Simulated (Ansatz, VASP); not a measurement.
One calculation of PbO, two programs

```
Pb O
1.0
     4.21729    0.00000    0.00000
    -2.10864    3.65228    0.00000
     0.00000    0.00000    5.22345
Pb O
2 2
Direct
  0.33333 0.66667 0.25000
  0.66667 0.33333 0.75000
  0.66667 0.33333 0.25000
  0.33333 0.66667 0.75000
```

Alike in both runs: task single point; functional r2SCAN; k mesh 6 × 6 × 4; no spin polarisation.

|  | VASP | Ansatz |
| --- | --- | --- |
| version | VASP 6.6.1 | Ansatz 0.2.0 |
| potentials or method | VASP PAW PBE potentials, release 64 (Pb_d, O) | plane waves, PAW |
| plane-wave cutoff (eV) | 520 | 500 |
| occupations | gaussian, width 0.01 eV | fixed |
| valence electrons in the cell | 40 | 40 |

VASP gave:

```
gap on the k mesh at the Fermi level (eV)       : 1.54
pressure (GPa)                                  : 2.8
largest component of the traceless stress (GPa) : 0.12
```

Task: What did Ansatz give for the same quantities?

Result: gap on the k mesh at the Fermi level (eV): 1.53; pressure (GPa): 2.6; largest component of the traceless stress (GPa): 0.02.

Caveats: the PAW data sets were made with another functional, which shifts forces and pressure a little (VASP); spin-orbit coupling is left out, which as a rule narrows the gap of such compounds by several tenths of an eV. r2SCAN opens gaps a little over a GGA but as a rule still falls short of measured ones. A k mesh can miss the band edges.
